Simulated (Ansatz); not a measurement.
# TaN: further runs on the relaxed cell

The task here is to estimate one member of a computed series from the others.

Method: DFT PBEsol, scalar-relativistic, plane waves, PAW, in Ansatz 0.2.0.

## Starting point

The structure is cubic, space group Fm-3m (No. 225). The conventional cell has a = 4.376 Å, b = 4.376 Å, c = 4.376 Å, α = 90.00°, β = 90.00°, γ = 90.00°. Ta (site symmetry m-3m) is surrounded by 6 N at 2.19 Å. N (site symmetry m-3m) is surrounded by 6 Ta at 2.19 Å.

As a file:

```cif
data_structure
_symmetry_space_group_name_H-M 'P 1'
_symmetry_Int_Tables_number 1
_cell_length_a 3.0941
_cell_length_b 3.0941
_cell_length_c 3.0941
_cell_angle_alpha 60.000
_cell_angle_beta 60.000
_cell_angle_gamma 60.000
_cell_volume 20.94
loop_
_atom_site_label
_atom_site_type_symbol
_atom_site_fract_x
_atom_site_fract_y
_atom_site_fract_z
_atom_site_occupancy
Ta1 Ta 0.50000 0.50000 0.50000 1
N1 N 0.00000 0.00000 0.00000 1
```

It is the result of an earlier relaxation at this level (volume 10.47 Å³/atom; gap on the mesh: none (metal)).

The first run:

Contents of input.yaml:

```yaml
crystal:
  lattice:
    - [0.0, 2.1878447014, 2.1878447014]
    - [2.1878447014, 0.0, 2.1878447014]
    - [2.1878447014, 2.1878447014, 0.0]
  atoms:
    - { symbol: Ta, position: [0.5, 0.5, 0.5] }
    - { symbol: "N", position: [0.0, 0.0, 0.0] }
basis:
  ecutwfc: 420
kpoints:
  mp_grid: { grid: [16, 16, 16] }
  band_path:
    path:
      - [[0.0, 0.0, 0.0], [0.5, 0.0, 0.5], [0.625, 0.25, 0.625]]
      - [[0.375, 0.375, 0.75], [0.0, 0.0, 0.0], [0.5, 0.5, 0.5], [0.5, 0.25, 0.75], [0.5, 0.0, 0.5]]
    npoints: 14
hamiltonian:
  xc: pbesol
scf:
  occupations: { method: gaussian, width: 0.1 }
  n_extra_bands: 6
output:
  forces: true
  stress: true
  eigenvalues: true
  populations: true
  dos: { projected: true, de: 0.02, nscf_kmesh: { grid: [24, 24, 24] } }
  bader: true
  write_density: true
  write_potential: true
  elf: true
  volumetric_format: npy
```

Command:

```sh
> ansatz run input.yaml --threads 1 --pin off --max-ram 2560MiB --backend cpu --events-out ev --progress --plain --runs-dir out
```

Among the steps run: Electronic structure at the relaxed geometry; Point at V/V0 = 0.97; Volume × 1.03; Volume × 0.94; Volume × 1.06.

One of the session's tables, all rows but one given; the rest of the session is left out.

It belongs to the step «Fit of the equation of state». 

```
volume (Å³/atom)  energy above the lowest point (meV/atom)  pressure (GPa)
           9.844                                      47.0           25.35
          10.158                                         ?               ?
          10.472                                       0.0            0.03
          10.787                                       9.9           -9.85
          11.101                                      37.7          -18.24
```

Q: Estimate the row for volume (Å³/atom) = 10.158 from the others.

Worked estimate for «energy above the lowest point (meV/atom)». A straight line through the neighbours (9.844, 47.0) and (10.472, 0.0) gives 47.0 + (0.0 − 47.0) × (10.158 − 9.844) / (10.472 − 9.844) = 23.5; a parabola fitted to 3 rows on both sides gives 12.4.

As computed: energy above the lowest point (meV/atom): 11.1; pressure (GPa): 11.66. In «energy above the lowest point (meV/atom)» the line misses by +12.4 and the parabola by +1.3.
